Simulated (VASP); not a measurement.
# MnO2 (P-3m1) in VASP: a series of runs

One crystal, MnO2, is run at these levels: r2SCAN; tasks: single point.

Program: VASP 6.6.1. These are calculated values, not measurements. Logs are shortened: lines on timing, memory, paths and dates and some standing lists are left out, and cuts for length are marked.

**1. Starting point**

It takes space group P-3m1 (No. 164, trigonal). The conventional cell has a = 2.857 Å, b = 2.857 Å, c = 4.601 Å, α = 90.00°, β = 90.00°, γ = 120.00°. Mn (site symmetry -3m) is surrounded by 6 O at 1.90 Å. O (site symmetry 3m) has 3 Mn at 1.90 Å as nearest neighbours.

Measurements of this composition are mostly on another form, of space group No. 136.

**2. Single point, r2SCAN, collinear spin, ferromagnetic start**

Contents of INCAR:

```
SYSTEM = MnO2
ADDGRID = .False.
ALGO = Normal
EDIFF = 1E-6
ENCUT = 400
ISIF = 2
ISMEAR = 0
ISPIN = 2
LASPH = .True.
LCHARG = .False.
LMAXMIX = 4
LMIXTAU = .True.
LORBIT = 11
LREAL = .False.
LWAVE = .False.
MAGMOM = 4 0 0
METAGGA = R2SCAN
NBANDS = 24
NELM = 100
PREC = Accurate
SIGMA = 0.05
```

Contents of KPOINTS:

```
k-points
0
Gamma
  3 3 2
  0 0 0
```

Contents of POSCAR:

```
MnO2
1.0
    2.8565781804      0.0000000000      0.0000000000
   -1.4282890902      2.4738692722      0.0000000000
    0.0000000000      0.0000000000      4.6013740589
Mn O
1 2
Direct
    0.0000000000      0.0000000000      0.5000000000
    0.3333333333      0.6666666667      0.7062925700
    0.6666666667      0.3333333333      0.2937074300
```

Potentials or basis: VASP PAW PBE potentials, release 64 (Mn_pv, O).

Started as:

```sh
$ cat potpaw_PBE.64/Mn_pv/POTCAR potpaw_PBE.64/O/POTCAR > POTCAR
$ mpirun -np 1 vasp_std > vasp.out
```

OUTCAR:

```text
SYSTEM = MnO2
   EDIFF = 1E-6
   ENCUT = 400
   ISIF = 2
   ISMEAR = 0
   ISPIN = 2
   LASPH = .True.
   LORBIT = 11
   LREAL = .False.
   METAGGA = R2SCAN
   NELM = 100
   PREC = Accurate

 Found      6 irreducible k-points:

 Following reciprocal coordinates:
            Coordinates               Weight
  0.000000  0.000000  0.000000      1.000000
  0.333333 -0.000000  0.000000      6.000000
  0.333333  0.333333  0.000000      2.000000
  0.000000  0.000000  0.500000      1.000000
  0.333333 -0.000000  0.500000      6.000000
  0.333333  0.333333  0.500000      2.000000
   k-points           NKPTS =      6   k-points in BZ     NKDIM =      6   number of bands    NBANDS=     24
   number of dos      NEDOS =    301   number of ions     NIONS =      3
   total plane-waves  NPLWV =  12000
   dimension x,y,z NGX =    20 NGY =   20 NGZ =   30
   dimension x,y,z NGXF=    40 NGYF=   40 NGZF=   60
   ions per type =               1   2
   NGX,Y,Z   is equivalent  to a cutoff of  11.64, 11.64, 10.84 a.u.
   NGXF,Y,Z  is equivalent  to a cutoff of  23.28, 23.28, 21.68 a.u.
 SYSTEM =  MnO2
   PREC   = accura    normal or accurate (medium, high low for compatibility)
   ISTART =      0    job   : 0-new  1-cont  2-samecut
   ICHARG =      2    charge: 1-file 2-atom 10-const
   ISPIN  =      2    spin polarized calculation?
   LNONCOLLINEAR =      F non collinear calculations
   LSORBIT =      F    spin-orbit coupling
   LASPH  =      T    aspherical Exc in radial PAW
   ENCUT  =  400.0 eV  29.40 Ry    5.42 a.u.   4.66  4.66  7.50*2*pi/ulx,y,z
   NELM   =    100;   NELMIN=  2; NELMDL= -5     # of ELM steps
   EDIFF  = 0.1E-05   stopping-criterion for ELM
   LREAL  =      F    real-space projection
   EDIFFG = 0.1E-04   stopping-criterion for IOM
   NSW    =      0    number of steps for IOM
   IBRION =     -1    ionic relax: 0-MD 1-quasi-New 2-CG
   NFREE  =      0    steps in history (QN), initial steepest desc. (CG)
   ISIF   =      2    stress and relaxation
   ISYM   =      2    0-nonsym 1-usesym 2-fastsym
   POTIM  = 0.5000    time-step for ionic-motion
   TEBEG  =    0.0;   TEEND  =   0.0 temperature during run
   PSTRESS=    0.0 pullay stress
   NELECT =      25.0000    total number of electrons
   NUPDOWN=      -1.0000    fix difference up-down
   EMIN   =  10.00;   EMAX   =-10.00  energy-range for DOS
   EFERMI =   0.00;   METHOD = LEGACY
   ISMEAR =     0;   SIGMA  =   0.05  broadening in eV -4-tet -1-fermi 0-gaus
   EFERMI_NEDOS =   21; number of points for ismear=-14 and -15
   IALGO  =     38    algorithm
   IMIX   =      4    mixing-type and parameters
     AMIX     =   0.40;   BMIX     =  1.00
     AMIX_MAG =   1.60;   BMIX_MAG =  1.00
  volume/ion in A,a.u.               =      10.84        73.15
  Fermi-wavevector in a.u.,A,eV,Ry     =   1.499747  2.834111 30.602787  2.249241
  Thomas-Fermi vector in A             =   2.611337
   LORBIT       =     11    0 simple, 1 ext, 2 COOP (PROOUT), +10 PAW based schemes
   METAGGA = R2SCAN    functional components
   LHFCALC =     F    Hartree Fock is set to
   AEXX    =    0.0000 exact exchange contribution
   IVDW    =     0    specifies the selected vdW correction
   LEPSILON=     F    determine dielectric tensor
   LRPA    =     F    only Hartree local field effects (RPA)
 spin polarized calculation
 Gauss-broadening in eV      SIGMA  =   0.05
  energy-cutoff  :      400.00
  volume of cell :       32.52
 maximum number of plane-waves:       604
 NGX is ok and might be reduce to    18
   NGX =  9   NGY =  9   NGZ = 15

 number of electron      24.9999995 magnetization       2.9999906

 Free energy of the ion-electron system (eV)
  ---------------------------------------------------
  ext. energy  EPLUGINS =         0.00000000
  ---------------------------------------------------
  free energy    TOTEN  =       -32.54703214 eV

  energy without entropy =      -32.54703214  energy(sigma->0) =      -32.54703214

 E-fermi :   2.8009     XC(G=0): -11.5578

 val. band max:        2.4301652355   @ k =   0.0000   0.0000   0.5000
 cond. band min:       4.4386210807   @ k =   0.0000   0.0000   0.5000
 fundamental gap:      2.0084558452
 Fermi energy:         2.8009190112

 spin component 1

 k-point     1 :       0.0000    0.0000    0.0000
  band No.  band energies     occupation
      1     -49.8047      1.00000
      2     -49.7575      1.00000
      3     -49.7574      1.00000
      4     -17.7124      1.00000
      5     -15.4139      1.00000
      6      -3.7627      1.00000
[... 16 lines left out ...]
     23      26.0254      0.00000
     24      27.6682      0.00000

 k-point     2 :       0.3333   -0.0000    0.0000
  band No.  band energies     occupation
      1     -49.8751      1.00000
      2     -49.7850      1.00000
      3     -49.7839      1.00000
      4     -16.6033      1.00000
      5     -15.7463      1.00000
      6      -3.7015      1.00000
[... 16 lines left out ...]
     23      24.9862      0.00000
     24      26.0935      0.00000

 k-point     3 :       0.3333    0.3333    0.0000
  band No.  band energies     occupation
      1     -49.8648      1.00000
      2     -49.8647      1.00000
      3     -49.7748      1.00000
      4     -15.9292      1.00000
      5     -15.9292      1.00000
      6      -3.2509      1.00000
[... 16 lines left out ...]
     23      21.5624      0.00000
     24      26.1378      0.00000

 k-point     4 :       0.0000    0.0000    0.5000
  band No.  band energies     occupation
      1     -49.8054      1.00000
      2     -49.7576      1.00000
      3     -49.7575      1.00000
      4     -17.5943      1.00000
      5     -15.6074      1.00000
      6      -3.2752      1.00000
[... 16 lines left out ...]
     23      26.0621      0.00000
     24      26.5021      0.00000

 k-point     5 :       0.3333   -0.0000    0.5000
  band No.  band energies     occupation
      1     -49.8749      1.00000
      2     -49.7847      1.00000
      3     -49.7840      1.00000
      4     -16.5290      1.00000
      5     -15.8234      1.00000
      6      -3.8946      1.00000
[... 16 lines left out ...]
     23      25.1500      0.00000
     24      26.0515      0.00000

 k-point     6 :       0.3333    0.3333    0.5000
  band No.  band energies     occupation
      1     -49.8651      1.00000
      2     -49.8650      1.00000
      3     -49.7749      1.00000
      4     -15.9286      1.00000
      5     -15.9286      1.00000
      6      -3.3859      1.00000
[... 16 lines left out ...]
     23      25.0211      0.00000
     24      26.1826      0.00000
 Fermi energy:         2.8009190112

 spin component 2

 k-point     1 :       0.0000    0.0000    0.0000
  band No.  band energies     occupation
      1     -45.6264      1.00000
      2     -45.6263      1.00000
      3     -45.4188      1.00000
      4     -17.6820      1.00000
      5     -15.4021      1.00000
      6      -2.6433      1.00000
[... 16 lines left out ...]
     23      28.6827      0.00000
     24      28.7947      0.00000

 k-point     2 :       0.3333   -0.0000    0.0000
  band No.  band energies     occupation
      1     -45.7755      1.00000
      2     -45.6587      1.00000
      3     -45.3913      1.00000
      4     -16.5740      1.00000
      5     -15.7189      1.00000
      6      -2.6446      1.00000
[... 16 lines left out ...]
     23      25.8811      0.00000
     24      27.3403      0.00000

 k-point     3 :       0.3333    0.3333    0.0000
  band No.  band energies     occupation
      1     -45.7615      1.00000
      2     -45.7614      1.00000
      3     -45.3768      1.00000
      4     -15.9005      1.00000
      5     -15.9005      1.00000
      6      -2.3342      1.00000
[... 16 lines left out ...]
     23      22.0689      0.00000
     24      28.3520      0.00000

 k-point     4 :       0.0000    0.0000    0.5000
  band No.  band energies     occupation
      1     -45.6265      1.00000
      2     -45.6264      1.00000
      3     -45.4195      1.00000
      4     -17.5638      1.00000
      5     -15.5923      1.00000
      6      -2.2559      1.00000
[... 16 lines left out ...]
     23      27.3260      0.00000
     24      27.3260      0.00000

 k-point     5 :       0.3333   -0.0000    0.5000
  band No.  band energies     occupation
      1     -45.7753      1.00000
      2     -45.6589      1.00000
      3     -45.3909      1.00000
      4     -16.4997      1.00000
      5     -15.7962      1.00000
      6      -2.9227      1.00000
[... 16 lines left out ...]
     23      26.2024      0.00000
     24      27.4311      0.00000

 k-point     6 :       0.3333    0.3333    0.5000
  band No.  band energies     occupation
      1     -45.7619      1.00000
      2     -45.7618      1.00000
      3     -45.3771      1.00000
      4     -15.8997      1.00000
      5     -15.8997      1.00000
      6      -2.5129      1.00000
[... 16 lines left out ...]
     23      25.9741      0.00000
     24      28.3176      0.00000

------------------------ aborting loop because EDIFF is reached ----------------------------------------

  FORCE on cell =-STRESS in cart. coord.  units (eV):
  Direction    XX          YY          ZZ          XY          YZ          ZX
  --------------------------------------------------------------------------------------
  -------------------------------------------------------------------------------------
  Total       -1.1562770     -1.1562770     -1.0956796      0.0000000     -0.0000000     -0.0000000
  in kB      -56.9720779    -56.9720779    -53.9863231      0.0000000     -0.0000000     -0.0000000
  external PRESSURE =     -55.9768263 kB  Pullay stress =       0.0000000 kB

 VOLUME and BASIS-vectors are now :
 -----------------------------------------------------------------------------
  energy-cutoff  :      400.00
  volume of cell :       32.52
      direct lattice vectors                 reciprocal lattice vectors
     2.856578180  0.000000000  0.000000000     0.350069187  0.202112539  0.000000000
    -1.428289090  2.473869272  0.000000000     0.000000000  0.404225078  0.000000000
     0.000000000  0.000000000  4.601374059     0.000000000  0.000000000  0.217326387

 POSITION                                       TOTAL-FORCE (eV/Angst)
 -----------------------------------------------------------------------------------
      0.00000      0.00000      2.30069        -0.000000      0.000000      0.000000
     -0.00000      1.64925      3.24992         0.000000      0.000000      0.073178
      1.42829      0.82462      1.35146        -0.000000      0.000000     -0.073178
 -----------------------------------------------------------------------------------
    total drift:                                0.000000     -0.000000      0.000000

  FREE ENERGIE OF THE ION-ELECTRON SYSTEM (eV)
  ---------------------------------------------------
  free  energy   TOTEN  =       -32.5470321377 eV

  energy  without entropy=      -32.5470321377  energy(sigma->0) =      -32.54703214

 total charge

# of ion       s       p       d       tot
------------------------------------------
    1        0.380   6.473   4.855  11.708
    2        1.611   3.462   0.000   5.073
    3        1.611   3.462   0.000   5.073
--------------------------------------------------
tot          3.603  13.396   4.855  21.854

 magnetization (x)

# of ion       s       p       d       tot
------------------------------------------
    1        0.032   0.041   2.893   2.967
    2        0.005  -0.014   0.000  -0.009
    3        0.005  -0.014   0.000  -0.009
--------------------------------------------------
tot          0.041   0.013   2.893   2.948
```

Run time: 47 s. Hardware: 1 thread of Intel Xeon Platinum 8375C at 2.90GHz (Ice Lake), shared host; peak memory 0.15 GiB.

These settings aren't checked as converged: the numbers below hold their error.

What came out:

- Free energy: -32.5470 eV
- Largest force: 0.073 eV/Å
- Band gap on the k mesh: 2.01 eV, direct
- Net moment: 3.00 μB per cell
- Site moments: Mn +2.97; O -0.01 μB
- Valence electrons inside the program's atomic spheres: Mn 11.71; O 5.07

Caveat: the k mesh is coarse (spacing up to 0.85 Å⁻¹), so the values aren't converged; the cutoff is under 1.25 times the usual one of these potentials, so pressure, stress and relaxed cells hold a basis-set (Pulay) error; the PAW data sets were made with another functional, which shifts forces and pressure a little; an odd mesh through Γ misses points on the zone boundary, where band edges often lie; a cell with one magnetic atom can't hold antiferromagnetic order, which such compounds often take.

**3. Single point, r2SCAN, collinear spin, ferromagnetic start**

INCAR is that of step 2.

KPOINTS is that of step 2.

Contents of POSCAR:

```
MnO2
1.0
    2.8565781804      0.0000000000      0.0000000000
   -1.4282890902      2.4738692722      0.0000000000
    0.0000000000      0.0000000000      4.6013740589
Mn O
1 2
Direct
    0.0186700000     -0.0033200000      0.4886240000
    0.3165570000      0.6444560000      0.7182440000
    0.6490790000      0.3390650000      0.3129550000
```

Potentials or basis: VASP PAW PBE potentials, release 64 (Mn_pv, O).

Started as:

```sh
$ cat potpaw_PBE.64/Mn_pv/POTCAR potpaw_PBE.64/O/POTCAR > POTCAR
$ mpirun -np 1 vasp_std > vasp.out
```

Run time: 69 s. Hardware: 1 thread of Intel Xeon Platinum 8375C at 2.90GHz (Ice Lake), shared host; peak memory 0.15 GiB.

These settings aren't checked as converged: the numbers below hold their error.

Results:

| Item | Value |
| --- | --- |
| Free energy | -32.2049 eV |
| Largest force | 4.136 eV/Å |
| Band gap on the k mesh | 1.95 eV, direct |
| Net moment | 3.00 μB per cell |
| Site moments | Mn +2.92; O -0.04, +0.06 μB |
| Valence electrons inside the program's atomic spheres | Mn 11.78; O 5.03, 5.14 |

Caveat: the k mesh is coarse (spacing up to 0.85 Å⁻¹), so the values aren't converged; the cutoff is under 1.25 times the usual one of these potentials, so pressure, stress and relaxed cells hold a basis-set (Pulay) error; the PAW data sets were made with another functional, which shifts forces and pressure a little; an odd mesh through Γ misses points on the zone boundary, where band edges often lie; a cell with one magnetic atom can't hold antiferromagnetic order, which such compounds often take.
